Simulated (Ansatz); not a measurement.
`CCc1ncc[nH]1` + `[F][InH][Cl]` → `C[CH2][In]([F])[Cl]` + `c1c[nH]cn1`  (formal exchange of groups at a C–C bond)

Program: Ansatz. Geometries: PBE0-D4/def2-TZVP. ΔE: electronic, gas phase. CBS: MP2 limit from def2 TZ/QZ plus the TZ coupled-cluster correction, frozen cores. This one scheme is used for every species. DFT in def2-TZVPP. Elements past krypton have def2 core potentials. For In outer-core shells are correlated without core-valence functions, which leaves a few kJ/mol of doubt a bond. One conformer a species, not always the lowest.

| level | ΔE (kcal/mol) | difference from CCSD(T)/CBS |
| --- | --- | --- |
| LDA (SPW92) | 1.1 | 3.1 |
| PBE-D4 | -1.4 | 0.6 |
| revPBE-D4 | -0.4 | 1.6 |
| r2SCAN-D4 | -0.7 | 1.3 |
| CAM-B3LYP-D4 | 0.5 | 2.5 |
| revPBE | -3.1 | -1.1 |
| r2SCAN | -1.0 | 1.0 |
| r2SCANh | -0.7 | 1.3 |
| CAM-B3LYP | -0.1 | 1.9 |
| RPA@PBE/def2-TZVPP | -1.2 | 0.8 |
| HF/def2-SVP | 2.8 | 4.8 |
| CCSD/def2-SVP | 1.7 | 3.7 |
| MP2/def2-TZVPP | -2.3 | -0.3 |
| MP2/def2-QZVPP | -2.7 | -0.7 |
| HF/CBS(def2) | 1.8 | 3.8 |
| MP2/CBS(def2) | -3.0 | -1.0 |
| CCSD(T)/CBS | -2.0 | 0 |

Largest T1 diagnostic among the species: 0.015.

At CCSD(T), def2-SVP lies +3.6 kcal/mol from the extrapolated value and def2-TZVPP +0.8 kcal/mol. In def2-TZVPP, CCSD(T) changes the Hartree–Fock value by −3.0 kcal/mol (the triples alone add −0.3 kcal/mol) and MP2 by −4.1 kcal/mol.

CCSD(T)/CBS has its own doubt, a few kJ/mol and more with outer-core shells, so smaller differences from it don't rank the levels.
